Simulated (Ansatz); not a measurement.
**BP under changes of volume**

One of the cells (11.682 Å³/atom); the others are scaled copies at fixed shape and fractional positions:

```
P B
1.0
     0.00000    2.26900    2.26900
     2.26900    0.00000    2.26900
     2.26900    2.26900    0.00000
P B
1 1
Direct
  0.75000 0.75000 0.75000
  0.00000 0.00000 0.00000
```

* Program: Ansatz 0.2.0
* Functional: rPW86-PBE
* Potentials or basis: Ansatz PAW
* Cutoff: 420 eV (not typed: the program's choice for these potentials)
* k mesh: 10 × 10 × 10
* Occupations: fermi-dirac, width 0.05 eV
* Spin: no spin polarisation

| volume (Å³/atom) | energy over the lowest point (meV/atom) | pressure (GPa) | gap on the mesh (eV) |
| --- | --- | --- | --- |
| 10.981 | 48.81 | 16.4 | 1.37 |
| 11.214 | 28.09 | 12.1 | 1.39 |
| 11.448 | 13.41 | 8.1 | 1.42 |
| 11.682 | 4.19 | 4.5 | 1.44 |
| 11.915 | 0.00 | 1.3 | 1.47 |
| 12.149 | 0.33 | -1.7 | 1.49 |
| 12.383 | ? | ? | ? |

Task: What does the run at 12.383 Å³/atom give?

Result: Energy over the lowest point 4.80 meV/atom; pressure -4.4 GPa; gap on the mesh 1.51 eV.

Worked out: A Birch-Murnaghan fit of order 3 (a polynomial in V^(-2/3)) to the other rows has its minimum at 12.01 Å³/atom with B0 = V·E''(V) = 153 GPa and B' = 4.0. It gives 4.77 meV/atom at 12.383 Å³/atom, against the run's 4.80, and -dE/dV = -4.4 GPa, against -4.4. A straight line through the other rows of the gap, of slope 1.22 eV per unit of ln V, extrapolates to 1.51 eV, against the run's 1.51.

Energies are extrapolated to zero smearing.

Caveats: the PAW data sets come from PBE, with cores solved anew for the run's functional, which leaves a small shift of forces and pressure.

A mesh can miss the band edges.
